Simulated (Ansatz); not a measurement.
PbS (Galena): equation of state with PBE

Crystal: PbS (Galena).

```
CELL_PARAMETERS angstrom
0.00000 2.96575 2.96575
2.96575 0.00000 2.96575
2.96575 2.96575 0.00000
ATOMIC_POSITIONS crystal
Pb 0.00000 0.00000 0.00000
S 0.50000 0.50000 0.50000
```

| Item | Value |
| --- | --- |
| Program | Ansatz 0.2.0 |
| Task | equation of state |
| Functional | PBE |
| Potentials or basis | all-electron LAPW, scalar-relativistic |
| Basis error allowed | 0.0005 eV/atom |
| k mesh | 8 × 8 × 8 |
| Occupations | fermi-dirac, width 0.05 eV |
| Spin | no spin polarisation |

The equilibrium volume is 27.12 Å³/atom and the bulk modulus is 53 GPa. The pressure derivative of the bulk modulus is 4.1.

Energy against volume, from the lowest point:
```csv
volume (Å³/atom),energy (meV/atom)
24.521,48.92
25.042,30.17
25.564,16.33
26.086,6.97
26.607,1.66
27.129,0.00
27.651,1.65
```

All runs of the series together: 63 s on 1 thread of AMD EPYC 7R43 64-Core Processor (Zen 3), on a shared host.

Spin-orbit coupling is left out, which matters for the levels of Pb. PBE usually gives volumes a little too large and moduli too small.
